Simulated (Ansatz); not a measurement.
Runs of Ansatz 0.2.0 on NiO. The structure is cubic, space group Fm-3m (No. 225). Conventional cell: a = 4.172 Å, b = 4.172 Å, c = 4.172 Å, α = 90.00°, β = 90.00°, γ = 90.00°. Ni (site symmetry m-3m) has 6 O at 2.09 Å as nearest neighbours. Around O (site symmetry m-3m) lie 6 Ni at 2.09 Å. 

```csv
task,level,cell,cutoff (eV),smearing,gap on the mesh (eV),pressure (GPa),moment (μB),relaxed volume (Å³/atom)
relaxation of cell and atoms,RPBE,relaxed,-,fermi-dirac 0.05 eV,-,0.0,(a),9.77
band structure,PBEsol,as given,378,fermi-dirac 0.05 eV,-,-6.8,1.48,-
band structure,revPBE,as given,378,fermi-dirac 0.05 eV,-,11.6,1.84,-
single point,PBE,as given,378,gaussian 0.025 eV,none,6.6,1.82,-
single point,PBE,as given,378,gaussian 0.022 eV,none,6.6,1.82,-
relaxation of cell and atoms,PBEsol+D4,relaxed,-,fermi-dirac 0.05 eV,-,0.0,1.29,8.64
band structure,LDA,as given,378,fermi-dirac 0.05 eV,-,-19.8,0.30,-
single point,PBE,as given,378,gaussian 0.011 eV,none,6.6,(b),-
single point,PBE,as given,378,gaussian 0.029 eV,none,6.6,1.82,-
relaxation of cell and atoms,revPBE,relaxed,-,fermi-dirac 0.05 eV,-,0.0,(c),9.67
single point,PBE,as given,378,gaussian 0.018 eV,none,6.6,1.82,-
band structure,PBE,as given,378,fermi-dirac 0.05 eV,-,6.3,1.78,-
```

Alike in all rows: potentials or basis all-electron LAPW, scalar-relativistic; spin collinear, ferromagnetic start; k mesh 11 × 11 × 11; basis error allowed 0.001 eV/atom.

Task: Fill in the values left out.

Result: (a) 1.95; (b) 1.81; (c) 1.93.

Caveats: a cell with one magnetic atom can't hold antiferromagnetic order, which such compounds often take (some runs); semilocal functionals often make such compounds metallic where correlation or magnetic order opens a gap, which also shifts bond lengths (some runs); so large a pressure means that the cell lies far from this level's equilibrium, or that cutoff or potentials fall short (some runs).

A gap of «none» marks a metal or a gap under the smearing width.
